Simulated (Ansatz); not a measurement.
Runs of Ansatz 0.2.0 on Pd. Symmetry: Fm-3m, No. 225, cubic system. The conventional cell has a = 3.893 Å, b = 3.893 Å, c = 3.893 Å, α = 90.00°, β = 90.00°, γ = 90.00°. Pd (site symmetry m-3m) is surrounded by 12 Pd at 2.75 Å. 

```csv
task,level,cell,k mesh,cutoff (eV),smearing,gap on the mesh (eV),pressure (GPa)
single point,RPBE,as given,12 × 12 × 12,267,gaussian 0.1 eV,none,11.5
elastic constants,PBEsol,as given,9 × 9 × 9,285,fermi-dirac 0.05 eV,none,-3.0
band structure,LDA,as given,12 × 12 × 12,266,fermi-dirac 0.05 eV,-,-8.7
band structure,revPBE,as given,12 × 12 × 12,267,fermi-dirac 0.05 eV,-,(a)
relaxation of cell and atoms,RPBE+D4,relaxed,12 × 12 × 12,-,fermi-dirac 0.05 eV,-,0.0
```

Alike in all rows: potentials or basis all-electron LAPW, scalar-relativistic; no spin polarisation; basis error allowed 0.001 eV/atom.

Q: Estimate the missing entries.

A: (a) 10.3.

Caveats: the k mesh is thin for a metal, which can move the energy by tens of meV per atom (some runs); a metal's response needs a denser mesh (some runs); the cell is more than 3 GPa from zero pressure, which shifts response properties (some runs); elastic constants of metals need much finer meshes, so these are rough (some runs).

A k mesh can miss the band edges, and the runs leave out spin-orbit coupling on Pd.

A gap of «none» marks a metal or a gap under the smearing width.

Runs at the PBE level aren't shown here.
